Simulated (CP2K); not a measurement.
Write the native input for CP2K 2026.2 that does the following.

- Task: band structure
- Functional: revPBE
- Potentials or basis: POTENTIAL_UZH Sn GTH-PBE-q4, Se GTH-PBE-q6; TZVP-MOLOPT-PBE-GTH basis
- Density cutoff: 6123 eV
- k mesh: 3 × 6 × 6
- Occupations: fermi-dirac, width 0.05 eV
- Spin: no spin polarisation
- SCF solver: diagonalisation with k points
- Quickstep method: GPW
- EPS_DEFAULT: 1.0E-10
- EPS_SCF: 1.0E-6
- MAX_SCF: 100
- SCF_GUESS: ATOMIC
- k points reduced by the point group: yes
- Mesh centred on Gamma: yes
- CHOLESKY: OFF
- EPS_EIGVAL: 1.0E-7
- MIXING METHOD: BROYDEN_MIXING
- MIXING ALPHA: 0.4
- NBUFFER: 8
- NGRIDS: 4
- Basis sets: Sn TZVP-MOLOPT-PBE-GTH-q4, Se TZVP-MOLOPT-PBE-GTH-q6
- Potentials: Sn GTH-PBE-q4 of POTENTIAL_UZH, Se GTH-PBE-q6 of POTENTIAL_UZH
- ADDED_MOS: [22]
- Points a segment of the path (NPOINTS): 8
- Bands added on the path: 6
- REL_CUTOFF (Ry): 60 Ry
- MIXING BETA (1/bohr): 1.5 1/bohr
- CUTOFF of the grids: 450 Ry

The system is SnSe.

```
CELL_PARAMETERS angstrom
11.42000 0.00000 0.00000
0.00000 4.19000 0.00000
0.00000 0.00000 4.46000
ATOMIC_POSITIONS crystal
Sn 0.87700 0.75000 0.90900
Sn 0.62300 0.25000 0.40900
Sn 0.37700 0.75000 0.59100
Sn 0.12300 0.25000 0.09100
Se 0.64300 0.75000 0.98400
Se 0.85700 0.25000 0.48400
Se 0.14300 0.75000 0.51600
Se 0.35700 0.25000 0.01600
```

The input as run:

snse_bands.inp

```
&GLOBAL
  PROJECT snse_bands
  RUN_TYPE ENERGY_FORCE
  PRINT_LEVEL LOW
&END GLOBAL
&FORCE_EVAL
  METHOD QS
  STRESS_TENSOR ANALYTICAL
  &DFT
    BASIS_SET_FILE_NAME BASIS_MOLOPT_UZH
    POTENTIAL_FILE_NAME POTENTIAL_UZH
    &MGRID
      CUTOFF 450
      REL_CUTOFF 60
      NGRIDS 4
    &END MGRID
    &QS
      METHOD GPW
      EPS_DEFAULT 1.0E-10
    &END QS
    &KPOINTS
      SCHEME MONKHORST-PACK 3 6 6
      GAMMA_CENTERED T
      SYMMETRY T
      SYMMETRY_BACKEND SPGLIB
    &END KPOINTS
    &SCF
      SCF_GUESS ATOMIC
      EPS_SCF 1.0E-6
      MAX_SCF 100
      ADDED_MOS 22
      CHOLESKY OFF
      EPS_EIGVAL 1.0E-7
      &DIAGONALIZATION ON
        ALGORITHM STANDARD
      &END DIAGONALIZATION
      &MIXING ON
        METHOD BROYDEN_MIXING
        ALPHA 0.4
        BETA 1.5
        NBUFFER 8
      &END MIXING
      &SMEAR ON
        METHOD FERMI_DIRAC
        ELECTRONIC_TEMPERATURE 580.23
      &END SMEAR
    &END SCF
    &XC
      &XC_FUNCTIONAL
        &GGA_X_PBE_R
        &END GGA_X_PBE_R
        &GGA_C_PBE
        &END GGA_C_PBE
      &END XC_FUNCTIONAL
    &END XC
    &PRINT
      &KPOINTS ON
      &END KPOINTS
      &MULLIKEN ON
      &END MULLIKEN
      &MO ON
        ENERGIES T
        OCCUPATION_NUMBERS T
        &EACH
          QS_SCF 0
        &END EACH
        ADD_LAST NUMERIC
      &END MO
      &BAND_STRUCTURE
        FILE_NAME bands.bs
        ADDED_MOS 6
        &KPOINT_SET
          UNITS B_VECTOR
          NPOINTS 8
          SPECIAL_POINT GAMMA 0.00000000 0.00000000 0.00000000
          SPECIAL_POINT X 0.00000000 0.50000000 0.00000000
          SPECIAL_POINT S 0.00000000 0.50000000 0.50000000
          SPECIAL_POINT Y 0.00000000 0.00000000 0.50000000
          SPECIAL_POINT GAMMA 0.00000000 0.00000000 0.00000000
          SPECIAL_POINT Z 0.50000000 0.00000000 0.00000000
          SPECIAL_POINT U 0.50000000 0.50000000 0.00000000
          SPECIAL_POINT R 0.50000000 0.50000000 0.50000000
          SPECIAL_POINT T 0.50000000 0.00000000 0.50000000
          SPECIAL_POINT Z 0.50000000 0.00000000 0.00000000
        &END KPOINT_SET
        &KPOINT_SET
          UNITS B_VECTOR
          NPOINTS 8
          SPECIAL_POINT Y 0.00000000 0.00000000 0.50000000
          SPECIAL_POINT T 0.50000000 0.00000000 0.50000000
        &END KPOINT_SET
        &KPOINT_SET
          UNITS B_VECTOR
          NPOINTS 8
          SPECIAL_POINT U 0.50000000 0.50000000 0.00000000
          SPECIAL_POINT X 0.00000000 0.50000000 0.00000000
        &END KPOINT_SET
        &KPOINT_SET
          UNITS B_VECTOR
          NPOINTS 8
          SPECIAL_POINT S 0.00000000 0.50000000 0.50000000
          SPECIAL_POINT R 0.50000000 0.50000000 0.50000000
        &END KPOINT_SET
      &END BAND_STRUCTURE
    &END PRINT
  &END DFT
  &SUBSYS
    &CELL
      A 11.4200000000 0.0000000000 0.0000000000
      B 0.0000000000 4.1900000000 0.0000000000
      C 0.0000000000 0.0000000000 4.4600000000
      PERIODIC XYZ
    &END CELL
    &COORD
      SCALED
      Sn  0.8770000000 0.7500000000 0.9090000000
      Sn  0.6230000000 0.2500000000 0.4090000000
      Sn  0.3770000000 0.7500000000 0.5910000000
      Sn  0.1230000000 0.2500000000 0.0910000000
      Se  0.6430000000 0.7500000000 0.9840000000
      Se  0.8570000000 0.2500000000 0.4840000000
      Se  0.1430000000 0.7500000000 0.5160000000
      Se  0.3570000000 0.2500000000 0.0160000000
    &END COORD
    &KIND Sn
      BASIS_SET TZVP-MOLOPT-PBE-GTH-q4
      POTENTIAL GTH-PBE-q4
    &END KIND
    &KIND Se
      BASIS_SET TZVP-MOLOPT-PBE-GTH-q6
      POTENTIAL GTH-PBE-q6
    &END KIND
    &PRINT
      &ATOMIC_COORDINATES ON
      &END ATOMIC_COORDINATES
      &CELL ON
      &END CELL
    &END PRINT
  &END SUBSYS
  &PRINT
    &FORCES ON
    &END FORCES
    &STRESS_TENSOR ON
    &END STRESS_TENSOR
  &END PRINT
&END FORCE_EVAL
```

Potentials or basis: POTENTIAL_UZH Sn GTH-PBE-q4, Se GTH-PBE-q6; TZVP-MOLOPT-PBE-GTH basis.

Run with:

```sh
$ OMP_NUM_THREADS=1 cp2k.psmp -i snse_bands.inp -o snse_bands.out
```

Results of the run:

| Property | Result |
| --- | --- |
| Pressure | 3.9 GPa |
| Largest force | 0.349 eV/Å |
| Band gap on the k mesh | 0.53 eV, indirect (least direct gap 0.71 eV) |
| Band gap along the path | 0.60 eV, indirect (least direct gap 0.68 eV) |
| Mulliken charges | Sn +0.34; Se -0.34 e |

Caveat: Mulliken charges move with the basis; the potentials were made for another functional, which shifts forces and pressure; spin-orbit coupling is left out, which moves the levels of the heavy elements; the basis of atomic orbitals isn't converged, which shifts pressures, moduli and gaps.

Wall time 19 s on 1 thread of AMD EPYC 9R45 96-Core Processor (Zen 5) (shared host), peak memory 0.72 GiB.
